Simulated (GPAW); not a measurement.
Runs of GPAW 26.7.0 on Al3Cu. It takes space group Pm-3m (No. 221, cubic). Conventional cell: a = 3.924 Å, b = 3.924 Å, c = 3.924 Å, α = 90.00°, β = 90.00°, γ = 90.00°. Cu (site symmetry m-3m) has 12 Al at 2.77 Å as nearest neighbours. Al (site symmetry 4/mmm) has 4 Cu at 2.77 Å and 8 Al at 2.77 Å as nearest neighbours. The cell comes from a database or a generator and needn't be the stable form of this composition.

| level | gap on the mesh (eV) | pressure (GPa) | relaxed volume (Å³/atom) |
| --- | --- | --- | --- |
| PBEsol | none | 0.1 | 14.78 |
| PBEsol+D4 | none | 0.0 | 14.46 |
| PBEsol+D3(BJ)+ATM | none | 0.0 | (a) |
| PBEsol+D3(BJ) | none | 0.0 | 14.22 |
| PBEsol+D3 | none | 0.0 | (b) |

Alike in all rows: task relaxation of cell and atoms; potentials or basis PAW data sets generated in the run's folder for this functional, pw; no spin polarisation; cell relaxed; k mesh 7 × 7 × 7; cutoff (eV) 600; smearing fermi-dirac 0.05 eV.

Q: Estimate the missing entries.

A: (a) 14.30; (b) 14.42.

Caveats: with this Cu data set, volumes or pressures lay over 1.5 % or 2 GPa off other programs in two to four cells of ten; later steps reuse the first step's grids; pairwise dispersion overbinds metals, which lowers pressure and volume (some runs).

A gap of «none» marks a metal or a gap under the smearing width.
